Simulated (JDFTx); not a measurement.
Crystal: AlNi.

```xyz
2
Lattice="2.8810 0.0000 0.0000 0.0000 2.8810 0.0000 0.0000 0.0000 2.8810" Properties=species:S:1:pos:R:3 pbc="T T T"
Ni    1.4405    1.4405    1.4405
Al    0.0000    0.0000    0.0000
```

* Program: JDFTx 1.7.0 (patched build)
* Task: single point
* Functional: PBEsol
* Potentials or basis: PseudoDojo-SR-PBEsol-0.4.1-standard with smoothed tails
* Cutoff: 1333 eV
* Density cutoff: 10667 eV
* k mesh: 9 × 9 × 9
* Occupations: fermi-dirac, width 0.05 eV
* Spin: collinear spin, ferromagnetic start
* Starting moments: [1.0, 0.0] μB

On this cell: pressure -3.3 GPa; largest force zero by symmetry; net moment 0.00 μB per cell; band gap on the k mesh none (metal or under the smearing width).

The same run follows on a disturbed copy (atoms moved at random, drawn with an rms of 0.05 Å):

```
Ni Al
1.0
     2.88100    0.00000    0.00000
     0.00000    2.88100    0.00000
     0.00000    0.00000    2.88100
Ni Al
1 1
Direct
  0.49897 0.47452 0.49815
  0.00605 0.01098 0.99771
```

What changes?

The energy (extrapolated to zero smearing) moves by +16.6 meV/atom; pressure -2.6 GPa; largest force 0.622 eV/Å; net moment 0.00 μB per cell; band gap on the k mesh none (metal or under the smearing width).

Forces on the atoms (eV/Å):
```
Ni   0.122  0.610 -0.007
Al  -0.122 -0.610  0.008
```

Stress tensor (GPa, compression positive):
```
-2.41  0.30  0.00
 0.30 -2.96 -0.02
 0.00 -0.02 -2.38
```
